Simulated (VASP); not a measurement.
## ZnS (Wurtzite-2H): single point with PBEsol

**What was measured.**

A printed reference work, monograph reports, for a bulk crystal of ZnS at 4 K: band gap 3.911 eV (direct).

The system is ZnS (Wurtzite-2H).

```
Zn S
1.0
     3.81100    0.00000    0.00000
    -1.90550    3.30042    0.00000
     0.00000    0.00000    6.23400
Zn S
2 2
Direct
  0.33333 0.66667 0.00000
  0.66667 0.33333 0.50000
  0.33333 0.66667 0.38500
  0.66667 0.33333 0.88500
```

```yaml
Program: VASP 6.6.1
Task: single point
Functional: PBEsol
Potentials_or_basis: VASP PAW PBE potentials, release 64 (Zn, S)
Cutoff: 520 eV
k_mesh: 6 × 6 × 4
Occupations: gaussian, width 0.01 eV
Spin: no spin polarisation
Dipole_correction: no
Further_INCAR_settings: ALGO = Normal; EDIFF = 1e-06; NBANDS = 26
```

| Item | Value |
| --- | --- |
| Pressure | -1.1 GPa |
| Largest force | 0.310 eV/Å |
| Band gap on the k mesh | 2.12 eV, direct |

Forces on the atoms (eV/Å):
```
Zn   0.000  0.000  0.310
Zn   0.000  0.000  0.310
S    0.000  0.000 -0.310
S    0.000  0.000 -0.310
```

Stress tensor (GPa, compression positive):
```
-0.46  0.00  0.00
 0.00 -0.46  0.00
 0.00  0.00 -2.35
```

Levels at points of the mesh, in eV from the valence-band top:
| k point | band 14 | band 15 | band 16 | band 17 | band 18 | band 19 | band 20 | band 21 | band 22 | band 23 |
| --- | --- | --- | --- | --- | --- | --- | --- | --- | --- | --- |
| (0.00, 0.00, 0.00) | -0.87 | -0.87 | -0.01 | -0.01 | 0.00 | 2.12 | 2.88 | 6.21 | 6.21 | 6.52 |
| (0.50, 0.00, 0.00) | -4.26 | -3.21 | -2.28 | -1.60 | -0.99 | 3.49 | 4.17 | 5.05 | 7.05 | 7.33 |
| (0.00, 0.00, 0.50) | -2.81 | -0.46 | -0.46 | -0.46 | -0.46 | 3.40 | 3.40 | 6.64 | 6.64 | 6.64 |
| (0.50, 0.00, 0.50) | -4.95 | -1.68 | -1.68 | -1.55 | -1.55 | 3.48 | 3.48 | 5.03 | 5.03 | 8.91 |

Run time: 58 s on 1 thread of AMD EPYC 7R13, on a shared host, peak memory 0.17 GiB.

Against the measured gap of ZnS, 3.911 eV (direct; 4 K; a printed reference work, monograph), the calculated 2.12 eV is off by -1.80 eV. The value is that of PBEsol, without temperature or zero-point motion. Semilocal functionals fall short of measured gaps as a rule.

Caveat: the PAW data sets were made with another functional, which shifts forces and pressure a little.
